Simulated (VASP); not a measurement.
# Nb: relaxation of cell and atoms with PBEsol

Nb:

```xyz
1
Lattice="-1.6588 1.6588 1.6588 1.6588 -1.6588 1.6588 1.6588 1.6588 -1.6588" Properties=species:S:1:pos:R:3 pbc="T T T"
Nb    0.0000    0.0000    0.0000
```

| Property | Result |
| --- | --- |
| Program | VASP 6.6.1 |
| Task | relaxation of cell and atoms |
| Functional | PBEsol |
| Potentials or basis | VASP PAW PBE potentials, release 64 (Nb_sv) |
| Cutoff | 480 eV |
| k mesh | 18 × 18 × 18 |
| Occupations | gaussian, width 0.1 eV |
| Spin | no spin polarisation |
| Further INCAR settings | ALGO = Normal; EDIFF = 1e-07; IBRION = 2; EDIFFG = -0.005; NSW = 90; ISIF = 3 |

```yaml
Relaxed_volume: 17.49 Å³/atom
Relaxed_cell: a = 2.832 Å, b = 2.832 Å, c = 2.832 Å, α = 109.47°, β = 109.47°, γ = 109.47°
Space_group_after_relaxing_to_0.05_Å: Im-3m (No. 229)
Energy_gained_by_relaxing: 18.2 meV/atom
Ionic_steps: 4
Pressure_after_relaxing: 0.0 GPa
Band_gap_on_the_k_mesh: none (metal or under the smearing width)
```

The path:
| step | energy change (eV) | largest force (eV/Å) | pressure (GPa) | volume (Å³) |
| --- | --- | --- | --- | --- |
| 1 | 0.0000 | 0.0000 | -7.29 | 18.26 |
| 2 | 0.0468 | 0.0000 | 16.53 | 16.15 |
| 3 | -0.0181 | 0.0000 | -0.20 | 17.51 |
| 4 | -0.0182 | 0.0000 | -0.01 | 17.49 |

Final structure:
```yaml
crystal:
  lattice:
    - [-1.63513, 1.63513, 1.63513]
    - [1.63513, -1.63513, 1.63513]
    - [1.63513, 1.63513, -1.63513]
  atoms:
    - { symbol: Nb, position: [0.00000, 0.00000, 0.00000] }
```

Levels at points of the mesh, in eV from the Fermi level:
```tsv
k point	band 4	band 5	band 6	band 7	band 8	band 9
(0.00, 0.00, 0.00)	-29.47	-6.01	0.37	0.37	0.37	3.38
(0.50, 0.00, 0.00)	-29.48	-3.85	-1.74	2.45	3.43	4.14
(0.50, 0.50, 0.50)	-30.49	-3.90	-3.90	5.86	5.86	5.86
```

It took 36 s on 1 thread of Intel(R) Xeon(R) 6975P-C (Granite Rapids), on a shared host, peak memory 0.17 GiB.

Caveat: the PAW data sets were made with another functional, which shifts forces and pressure a little.
